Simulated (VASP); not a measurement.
# NaI: convergence, self-consistent run

NaI, Pmm2 (no. 25), 4 atoms in the cell. VdW-DF-cx; PAW potentials I, Na_pv (PBE set). VASP 6.6.1. The cell is changed on purpose: last atom moved by 0.08 Å along z, cell strained by -1.0% along z.

Wanted: energy within 2 meV/atom.

What the run is for: energy; Accuracy asked: standard.

POSCAR:
```
NaI
1.0
    4.6222093067      0.0000000000      0.0000000000
    0.0000000000      4.2697016003      0.0000000000
    0.0000000000      0.0000000000      7.7204001600
I Na
2 2
Direct
    0.7500000000      0.0000000000      0.2575730000
    0.2500000000      0.0000000000      0.7424270000
    0.7500000000      0.5000000000      0.7249690000
    0.2500000000      0.5000000000      0.2852895400
```

The series start from Plane-wave cutoff (eV): 340; k-point mesh: 5 × 5 × 3; Precision mode (PREC): Accurate; Electronic threshold (eV): 1e-6; Density mixing: defaults. Each series keeps the choices made before it, and each single choice may use up half of a tolerance.

## Plane-wave cutoff (eV)

| Plane-wave cutoff (eV) | Energy less reference (meV/atom) | SCF iterations | Time (s) |
|---|---|---|---|
| 210 | 64.7 | 14 | 22 |
| 260 | 4.1 | 14 | 30 |
| 300 | 3.3 | 14 | 37 |
| 340 | 3.1 | 14 | 47 |
| 390 | 1.9 | 14 | 56 |
| 460 | 0.5 | 14 | 70 |
| 550 | 0.4 | 14 | 122 |
| 690 (reference) | 0.0 | 14 | 166 |

Chosen: 460, the loosest value from which every tighter one stays within half of the tolerance.

## k-point mesh

| k-point mesh | Energy less reference (meV/atom) | SCF iterations | Time (s) |
|---|---|---|---|
| 2 × 2 × 1 | 121.3 | 14 | 45 |
| 2 × 2 × 2 | 119.2 | 14 | 55 |
| 3 × 3 × 2 | 14.0 | 14 | 50 |
| 3 × 4 × 2 | 6.2 | 14 | 54 |
| 4 × 4 × 3 | 2.5 | 14 | 63 |
| 5 × 5 × 3 | 0.5 | 14 | 70 |
| 6 × 7 × 4 | 0.0 | 14 | 98 |
| 8 × 8 × 5 | 0.0 | 14 | 112 |
| 10 × 10 × 6 (reference) | 0.0 | 14 | 176 |

Chosen: 5 × 5 × 3.

## Precision mode (PREC)

| Precision mode (PREC) | Energy less reference (meV/atom) | SCF iterations | Time (s) |
|---|---|---|---|
| SingleN | -6.4 | 14 | 15 |
| Normal | -0.1 | 14 | 30 |
| Single | -1.2 | 14 | 24 |
| Accurate (reference) | 0.0 | 14 | 70 |

Chosen: Accurate; the one before it in the list is off by more than half of the tolerance.

## Electronic threshold (eV)

| Electronic threshold (eV) | Energy less reference (meV/atom) | SCF iterations | Time (s) |
|---|---|---|---|
| 0.001 | 0.2 | 9 | 36 |
| 0.0001 | 0.0 | 12 | 49 |
| 1e-5 | 0.0 | 13 | 55 |
| 1e-6 | 0.0 | 14 | 70 |
| 1e-7 | 0.0 | 15 | 61 |
| 1e-8 (reference) | 0.0 | 16 | 65 |

Chosen: 0.001.

## Density mixing

| Density mixing | Energy less reference (meV/atom) | SCF iterations | Time (s) |
|---|---|---|---|
| defaults | 0.0 | 9 | 36 |
| BMIX=2.0 | -0.1 | 11 | 46 |
| BMIX=0.5 | -0.1 | 9 | 38 |
| MIXPRE=2 | -0.1 | 9 | 38 |
| BMIX=0.0001 | -0.1 | 9 | 38 |
| MAXMIX=-10 | 0.0 | 9 | 36 |
| MIXPRE=0 | -0.1 | 10 | 39 |

Chosen: defaults; no other choice that stays within half of the tolerance saves 30 % of the time.

## All choices together

| Input | Energy less reference (meV/atom) | Time (s) |
|---|---|---|
| the program's defaults (naive) | 16.9 | 8.9 |
| chosen settings | 1.2 | 36 |
| reference settings throughout | 0.0 | 422 |

The tolerance is met.

## The input

INCAR:
```
SYSTEM = NaI
GGA = CX
LUSE_VDW = .True.
AGGAC = 0.0
ISMEAR = 0
SIGMA = 0.03
LWAVE = .False.
LCHARG = .False.
ISIF = 2
PREC = Accurate
LASPH = .True.
LREAL = .False.
ALGO = Normal
EDIFF = 0.001
NELM = 120
GGA_COMPAT = .False.
ENCUT = 460
EFERMI = MIDGAP
```

KPOINTS:
```
Automatic mesh
0
Gamma
  5 5 3
  0 0 0
```

Commands:
```
cat potpaw_PBE.64/I/POTCAR potpaw_PBE.64/Na_pv/POTCAR > POTCAR
mpirun -np 1 vasp_std > vasp.out
```

The chosen input took VASP 6.6.1 36 s on 1 core (Intel Xeon Platinum 8488C (Sapphire Rapids)), a shared host.

## An input that fails: mixing far too strong

The electronic loop stops at its limit of 57 steps.

Changes against the starting input:
```
- NELM = 120
+ NELM = 57
+ IMIX = 1
+ AMIX = 1.5
+ BMIX = 0.0001
```
